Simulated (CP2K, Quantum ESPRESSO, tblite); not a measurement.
## Finding the fault: tblite, CsCl-type SrMg, displaced supercell (54 atoms)

Program: tblite 0.8.0, a calculation on a cell of 27 Sr and 27 Mg, 29.7 Å³ an atom.

run.py reads:

```python
import numpy as np
from ase.io import read
from tblite.ase import TBLite

atoms = read("structure.xyz")
atoms.calc = TBLite(method="GFN1-xTB", electronic_temperature=580, accuracy=1.0, max_iterations=60, mixer_damping=1.0, verbosity=1)
energy = atoms.get_potential_energy()
forces = atoms.get_forces()
print(f"energy {energy:.6f} eV")
print("forces (eV/A)")
for i, (a, f) in enumerate(zip(atoms, forces)):
    print(f"{i:4d} {a.symbol:2s} {f[0]:10.5f} {f[1]:10.5f} {f[2]:10.5f}")
print("charges (e)")
print(np.array2string(atoms.get_charges(), precision=4, suppress_small=True, max_line_width=110, threshold=100000))
```

structure.xyz reads:

```xyz
54
Lattice="11.70000 0.00000 0.00000 0.00000 11.70000 0.00000 0.00000 0.00000 11.70000" Properties=species:S:1:pos:R:3 pbc="T T T"
Sr 11.64735 0.00129 0.07769
Mg 1.88136 1.84228 2.02117
Sr 11.51385 0.04469 3.90499
Mg 1.93658 1.95928 5.86732
Sr 11.66818 11.64559 7.79583
Mg 1.85644 1.89458 9.82344
Sr 0.04224 3.91599 11.68830
Mg 1.92535 5.92254 1.90347
Sr 0.04856 3.78530 3.84123
Mg 2.09769 5.89692 5.85702
[... 40 atom lines left out ...]
Sr 7.90440 7.75675 3.84263
Mg 9.76482 9.83911 5.90206
Sr 7.91458 7.74271 7.73358
Mg 9.76845 9.86895 9.70386
```

The run is started by

```
$ OMP_NUM_THREADS=1 python run.py > output.txt
```

Output:

```text
------------------------------------------------------------
  cycle        total energy    energy error   density error
------------------------------------------------------------
      1     -32.15184068197  -3.1948414E+01   7.2018479E-01
      2      30589.23185282   3.0621384E+04   3.8992946E+00
      3      31439.47090942   8.5023906E+02   4.3062286E+00
[...]
59      675.1139030520   6.6913895E+02   5.8797200E-01
     60      72.44012793483  -6.0267378E+02   2.3351899E-01
------------------------------------------------------------
 total:                                   6.673 sec
tblite.exceptions.TBLiteRuntimeError: SCF not converged in 60 cycles
The above exception was the direct cause of the following exception:
ase.calculators.calculator.CalculationFailed: SCF not converged in 60 cycles
```

Elapsed: 7.6 s, on 1 thread of Arm Neoverse N1, shared host; peak memory 0.11 GiB.

Banners, paths, timers and routine set-up lines are dropped from the logs unmarked, and long logs keep their key lines alone; longer cuts are marked.

**Question.** What is wrong with this input?

No damping of the mixer: mixing weight 1.0.

The run ended unconverged.

[Also dropped from logs without a mark: logging warnings of Python, and SIESTA's first energy breakdown and zero terms.]

[Logs are printed without paths, hosts, clocks, repeated set-up lines and the standing remarks that a program may print on its own settings, such as how far it seeks lower states.]

[Hosts, paths, dates, database ids (printed as entryN), source tags and the programs' standing remarks are cut or masked in the printed files.]
